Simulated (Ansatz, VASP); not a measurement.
TiO2 (Rutile): VASP beside Ansatz

```
CELL_PARAMETERS angstrom
4.59220 0.00000 0.00000
0.00000 4.59220 0.00000
0.00000 0.00000 2.95740
ATOMIC_POSITIONS crystal
Ti 0.00000 0.00000 0.00000
Ti 0.50000 0.50000 0.50000
O 0.30496 0.30496 0.00000
O 0.19504 0.80496 0.50000
O 0.69504 0.69504 0.00000
O 0.80496 0.19504 0.50000
```

Alike in both runs: task single point; functional PBE; k mesh 4 × 4 × 6; occupations gaussian, width 0.1 eV; no spin polarisation.

|  | VASP | Ansatz |
| --- | --- | --- |
| version | VASP 6.6.1 | Ansatz 0.2.0 |
| potentials or method | VASP PAW PBE potentials, release 64 (Ti_sv, O) | scalar-relativistic, plane waves, PAW |
| plane-wave cutoff (eV) | 520 | 420 |
| valence electrons in the cell | 48 | 48 |

```tsv
	VASP	Ansatz	Ansatz less VASP
gap on the k mesh at the Fermi level (eV)	1.87	1.90	+0.027
least direct gap on the mesh (eV)	1.87	1.90	+0.027
pressure (GPa)	6.1	5.4	-0.66
largest component of the traceless stress (GPa)	0.30	0.52	+0.216
rms of the force components (eV/Å)	0.059	0.047	-0.0126
```

Atom by atom the forces differ by 0.013 eV/Å (rms over components). The functional is the same, so the differences come from potentials, cutoffs and numerics.

A k mesh can miss the band edges. As with any semilocal functional, this PBE gap is likely too small.
